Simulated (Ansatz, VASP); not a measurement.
## One calculation of AlP, two programs

```
Al P
1.0
     0.00000    2.69719    2.69719
     2.69719    0.00000    2.69719
     2.69719    2.69719    0.00000
Al P
1 1
Cartesian
  0.0000 0.0000 0.0000
  1.3486 1.3486 1.3486
```

Alike in both runs: task single point; functional PBE; k mesh 8 × 8 × 8; occupations gaussian, width 0.02 eV; no spin polarisation.

|  | VASP | Ansatz |
| --- | --- | --- |
| version | VASP 6.6.1 | Ansatz 0.2.0 |
| potentials or method | VASP PAW PBE potentials, release 64 (Al, P) | scalar-relativistic, plane waves, PAW |
| plane-wave cutoff (eV) | 520 | 420 |
| valence electrons in the cell | 8 | 8 |

```csv
,VASP,Ansatz,Ansatz less VASP
gap on the k mesh at the Fermi level (eV),1.50,1.51,+0.002
least direct gap on the mesh (eV),3.62,3.62,+0.001
pressure (GPa),5.8,5.9,+0.11
```

A k mesh can miss the band edges.
